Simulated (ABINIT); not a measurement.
# A GW chain in ABINIT: LiH (Fm-3m)

Aim: the G0W0 gap of LiH (Fm-3m) on PBE, step by step.

Calculated with ABINIT 10.8.3; PBE and many-body steps on it, plane waves.

This is a report of a sequence of runs, with most program output left out.

The database entry behind the starting cell differs from later determinations by our own check (the deuteride, about 0.2 % short), so it need not match the best structure at ambient conditions.

### 1. Starting point

Symmetry: Fm-3m, No. 225, cubic system. The conventional cell has a = 4.074 Å, b = 4.074 Å, c = 4.074 Å, α = 90.00°, β = 90.00°, γ = 90.00°. Li has 6 H at 2.04 Å nearest. Nearest to H lie 6 Li at 2.04 Å. Farther neighbours are not listed.

The cell and positions come from the Crystallography Open Database and are kept as given unless a step says otherwise.

### 2. Ground state

This step: ABINIT 10.8.3; DFT, PBE, plane waves, norm-conserving pseudopotentials.

The ground-state density comes first.

Contents of run.abi:

```
acell 3*1.0 Angstrom
rprim 
  0.000000000000 2.036750000000 2.036750000000
  2.036750000000 -0.000000000000 2.036750000000
  2.036750000000 2.036750000000 -0.000000000000
ntypat 2
znucl 3 1
natom 2
typat 1 2
xred 
  0.000000000000 0.000000000000 0.000000000000
  0.500000000000 0.500000000000 0.500000000000
pp_dirpath "pseudos"
pseudos "Li.upf, H.upf"
ecut 33
ngkpt 8 8 8
nshiftk 1
shiftk 0 0 0
kptopt 1
chksymbreak 0
nband 7
occopt 1
tolvrs 1e-10
nstep 60
prtwf 0
optforces 0
optstress 0
indata_prefix "in"
outdata_prefix "out"
tmpdata_prefix "tmp"
```

Command:

```
$ OMP_NUM_THREADS=1 mpirun -n 4 abinit run.abi > log
```

Elapsed: 2.4 s, on 4 MPI ranks of Arm Neoverse V2, shared host; peak memory 0.07 GiB.

Numbers from this step:

```yaml
total_energy: -212.7305 eV
gap: 3.022 eV
k_of_the_valence_top: 0.5, 0.5, 0
k_of_the_conduction_bottom: 0.5, 0.5, 0
least_direct_gap: 3.022 eV
```

The gap is direct, at (0.500, 0.500, 0.000).

### 3. Bands along the symmetry lines

The cheap functional maps the bands first; the places of the edges decide which points the dearer methods must see.

Contents of run.abi:

```
acell 3*1.0 Angstrom
rprim 
  0.000000000000 2.036750000000 2.036750000000
  2.036750000000 -0.000000000000 2.036750000000
  2.036750000000 2.036750000000 -0.000000000000
ntypat 2
znucl 3 1
natom 2
typat 1 2
xred 
  0.000000000000 0.000000000000 0.000000000000
  0.500000000000 0.500000000000 0.500000000000
pp_dirpath "pseudos"
pseudos "Li.upf, H.upf"
ecut 33
iscf -2
irdden 1
kptopt 0
nkpt 50
kpt 
  0.00000000 0.00000000 0.00000000
  0.06250000 0.00000000 0.06250000
  0.12500000 0.00000000 0.12500000
  0.18750000 0.00000000 0.18750000
  0.25000000 0.00000000 0.25000000
  0.31250000 0.00000000 0.31250000
  0.37500000 0.00000000 0.37500000
  0.43750000 0.00000000 0.43750000
  0.50000000 0.00000000 0.50000000
  0.51562500 0.03125000 0.51562500
  0.53125000 0.06250000 0.53125000
  0.54687500 0.09375000 0.54687500
  0.56250000 0.12500000 0.56250000
  0.57812500 0.15625000 0.57812500
  0.59375000 0.18750000 0.59375000
  0.60937500 0.21875000 0.60937500
  0.62500000 0.25000000 0.62500000
  0.37500000 0.37500000 0.75000000
  0.32812500 0.32812500 0.65625000
  0.28125000 0.28125000 0.56250000
  0.23437500 0.23437500 0.46875000
  0.18750000 0.18750000 0.37500000
  0.14062500 0.14062500 0.28125000
  0.09375000 0.09375000 0.18750000
  0.04687500 0.04687500 0.09375000
  0.00000000 0.00000000 0.00000000
  0.06250000 0.06250000 0.06250000
  0.12500000 0.12500000 0.12500000
  0.18750000 0.18750000 0.18750000
  0.25000000 0.25000000 0.25000000
  0.31250000 0.31250000 0.31250000
  0.37500000 0.37500000 0.37500000
  0.43750000 0.43750000 0.43750000
  0.50000000 0.50000000 0.50000000
  0.50000000 0.46875000 0.53125000
  0.50000000 0.43750000 0.56250000
  0.50000000 0.40625000 0.59375000
  0.50000000 0.37500000 0.62500000
  0.50000000 0.34375000 0.65625000
  0.50000000 0.31250000 0.68750000
  0.50000000 0.28125000 0.71875000
  0.50000000 0.25000000 0.75000000
  0.50000000 0.21875000 0.71875000
  0.50000000 0.18750000 0.68750000
  0.50000000 0.15625000 0.65625000
  0.50000000 0.12500000 0.62500000
  0.50000000 0.09375000 0.59375000
  0.50000000 0.06250000 0.56250000
  0.50000000 0.03125000 0.53125000
  0.50000000 0.00000000 0.50000000
istwfk *1
nband 9
nbdbuf 2
tolwfr 1e-08
nstep 40
prtwf 0
prtvol 0
indata_prefix "in"
outdata_prefix "out"
tmpdata_prefix "tmp"
```

Run time: 2.1 s. Hardware: 4 MPI ranks; peak memory 0.07 GiB.

Numbers from this step:

| Quantity | Value |
| --- | --- |
| gap | 3.022 eV |
| k of the valence top | 0.5, 0, 0.5 |
| k of the conduction bottom | 0.5, 0, 0.5 |
| least direct gap | 3.022 eV |

The gap is 3.022 eV, as in the run before at this level.

Electronic bands along the path, in eV, zero at the top of the highest filled band; v1 is the highest filled band, c1 the lowest empty one:

| point | v2 | v1 | c1 | c2 | c3 | c4 |
| --- | --- | --- | --- | --- | --- | --- |
| Γ | -44.30 | -5.25 | 15.48 | 17.40 | 17.40 | 17.40 |
| halfway | -44.28 | -3.75 | 10.13 | 12.73 | 12.73 | 15.96 |
| X | -44.25 | 0.00 | 3.02 | 10.59 | 10.59 | 13.70 |
| halfway | -44.25 | -0.08 | 3.30 | 8.96 | 10.86 | 15.50 |
| U | -44.25 | -0.47 | 4.13 | 7.41 | 11.68 | 15.68 |
| jump to K | -44.25 | -0.47 | 4.13 | 7.41 | 11.68 | 15.68 |
| halfway | -44.27 | -3.67 | 9.75 | 9.89 | 15.65 | 16.99 |
| Γ | -44.30 | -5.25 | 15.48 | 17.40 | 17.40 | 17.40 |
| halfway | -44.28 | -4.21 | 9.46 | 14.60 | 16.21 | 16.21 |
| L | -44.26 | -2.49 | 4.80 | 13.25 | 16.07 | 16.07 |
| halfway | -44.26 | -1.61 | 5.00 | 8.66 | 12.93 | 15.97 |
| W | -44.25 | -0.20 | 5.24 | 5.24 | 11.40 | 17.12 |
| halfway | -44.25 | -0.10 | 3.58 | 7.93 | 10.99 | 16.83 |
| X | -44.25 | 0.00 | 3.02 | 10.59 | 10.59 | 13.70 |

### 4. Empty states on the mesh, 6×6×6 mesh, 135 bands

The sums over transitions need many empty states on a uniform mesh; this step solves for them.

Contents of run.abi:

```
acell 3*1.0 Angstrom
rprim 
  0.000000000000 2.036750000000 2.036750000000
  2.036750000000 -0.000000000000 2.036750000000
  2.036750000000 2.036750000000 -0.000000000000
ntypat 2
znucl 3 1
natom 2
typat 1 2
xred 
  0.000000000000 0.000000000000 0.000000000000
  0.500000000000 0.500000000000 0.500000000000
pp_dirpath "pseudos"
pseudos "Li.upf, H.upf"
ecut 33
ngkpt 6 6 6
nshiftk 1
shiftk 0 0 0
kptopt 1
chksymbreak 0
irdden 1
istwfk *1
nband 135
prtvol 0
optdriver 6
gwr_task "HDIAGO"
paral_kgb 0
occopt 1
indata_prefix "in"
outdata_prefix "out"
tmpdata_prefix "tmp"
```

Elapsed: 6 s, on 4 MPI ranks; peak memory 0.48 GiB; 23 s of CPU time.

Numbers from this step:

```yaml
gap: 3.022 eV
k_of_the_valence_top: 0.5, 0.5, 0
k_of_the_conduction_bottom: 0.5, 0.5, 0
least_direct_gap: 3.022 eV
k_points_computed: 16
lowest_point_of_the_top_converged_band_above_the_valence_top: 205.0407 eV
```

On this mesh the gap is 3.022 eV.

### 5. Screening, 6×6×6 mesh, 127 bands, screening to 261.2 eV

The RPA dielectric matrix is built and inverted for each q.

This step: RPA screening on PBE, plane waves, norm-conserving pseudopotentials.

run.abi, as its differences from that of step 4:

```diff
@@ -20,10 +20,11 @@
 chksymbreak 0
-irdden 1
 istwfk *1
-nband 135
-prtvol 0
-optdriver 6
-gwr_task "HDIAGO"
-paral_kgb 0
 occopt 1
+irdwfk 1
+optdriver 3
+nband 127
+ecuteps 9.6
+inclvkb 2
+awtr 1
+symchi 1
 indata_prefix "in"
```

Run time: 22 s. Hardware: 4 MPI ranks; peak memory 0.83 GiB.

This step gave:

- ε∞ with local fields, on this mesh, along the program's q direction: 4.183
- the same without local fields: 4.588
- plasma frequency: 18.07 eV
- plane waves in the screening matrix: 169

Local fields lower ε∞ by 9 %.

### 6. Self-energy, 6×6×6 mesh, 127 bands, screening to 261.2 eV

The self-energy is evaluated for the states that the input lists, and the levels follow from it, in one-shot runs by the linearised quasiparticle equation.

This step: G0W0 on PBE, plane waves, norm-conserving pseudopotentials.

run.abi, as its differences from that of step 5:

```diff
@@ -23,8 +23,17 @@
 irdwfk 1
-optdriver 3
+optdriver 4
 nband 127
+gwcalctyp 0
+ecutsigx 33
+symsigma 1
+nkptgw 2
+kptgw 
+  0.5000000000 0.5000000000 0.0000000000
+  0.0000000000 0.0000000000 0.0000000000
+bdgw 
+  1 5
+  1 6
 ecuteps 9.6
-inclvkb 2
-awtr 1
-symchi 1
+irdscr 1
+ppmodel 1
 indata_prefix "in"
```

Run time: 11 s. Hardware: 4 MPI ranks; peak memory 0.91 GiB.

This step gave:

```
G0W0 gap on the points computed              : 4.956 eV
starting gap on the mesh                     : 3.022 eV
k of the valence top                         : 0.5, 0.5, 0
k of the conduction bottom                   : 0.5, 0.5, 0
Z at the valence top                         : 0.77
Z at the conduction bottom                   : 0.81
least direct G0W0 gap on the computed points : 4.956 eV
```

The gap on the mesh goes from 3.02 eV to 4.96 eV, a correction of +1.93 eV.

Limits: finite bands, cutoff and mesh. v1 is the top filled band, c1 the lowest empty one. Levels before and after the correction, in eV, zero at the valence-band top of each column:

|  | conduction bottom | valence top |
| --- | --- | --- |
| Kohn-Sham | 3.02 | 0.00 |
| G0W0 | 4.96 | 0.00 |

|  | level | energy (eV) |
| --- | --- | --- |
| Kohn-Sham | (0.5 0.5 0) v2 | -44.251 |
| Kohn-Sham | (0.5 0.5 0) v1 | 0.000 |
| Kohn-Sham | (0.5 0.5 0) c1 | 3.022 |
| Kohn-Sham | (0.5 0.5 0) c2-c3 | 10.588 |
| G0W0 | (0.5 0.5 0) v2 | -49.438 |
| G0W0 | (0.5 0.5 0) v1 | 0.000 |
| G0W0 | (0.5 0.5 0) c1 | 4.956 |
| G0W0 | (0.5 0.5 0) c2-c3 | 12.811 |

### 7. Where the time went

Times are wall times on 4 MPI ranks of Arm Neoverse V2, shared host, good to a factor of about two.

| step | time | share | memory (GiB) |
| --- | --- | --- | --- |
| ground state | 2.4 s | 5 % | 0.07 |
| bands along the symmetry lines | 2.1 s | 5 % | 0.07 |
| empty states on the mesh | 6 s | 14 % | 0.48 |
| screening | 22 s | 51 % | 0.83 |
| self-energy | 11 s | 25 % | 0.91 |

### 8. What came out

```yaml
pbe_gap: 3.02 eV, direct
g0w0_gap_on_the_mesh: 4.96 eV
gw_settings: 6×6×6 mesh, 127 bands, screening to 261.2 eV, Godby-Needs plasmon pole
known_limits: not at the basis limit
```

G0W0 moves the gap on the mesh from 3.02 eV to 4.96 eV (+1.93 eV), with Z of 0.77 and 0.81 at the edges. Local fields lower the RPA ε∞ on this mesh from 4.59 to 4.18. Only 2 of the mesh's irreducible points were corrected, so a valley elsewhere could overtake. The dearest step here is «screening». Bands and cutoff are finite, so the gap is not at the basis limit. The miss can reach some tenths of an eV and take either sign; the mesh is an error of its own. In the G0W0 run levels were corrected at 2 k points alone, so a gap called «on the mesh» is the least over those, and an edge elsewhere would be missed.

[Paths, hosts, dates, memory and timing lines, banners, echoed tables and standing remarks are left out of the program output.]

[Logs are printed without paths, hosts, clocks, repeated set-up lines and the standing remarks that a program may print on its own settings, such as how far it seeks lower states.]

[Runs of the session that timed out or met a known fault of the program may be left out.]

[Hosts, paths, dates, database ids (printed as entryN), source tags and the programs' standing remarks are cut or masked in the printed files.]

[G0W0 gaps are taken among the corrected bands and points alone; a level outside them can change the order at an edge.]

[Where Ansatz stands beside ABINIT at settings called matched, ABINIT's density can come from a denser mesh and the files from another edition; pairs whose starting gaps differed by over 0.03 eV were left out, so agreement reads better than it is.]
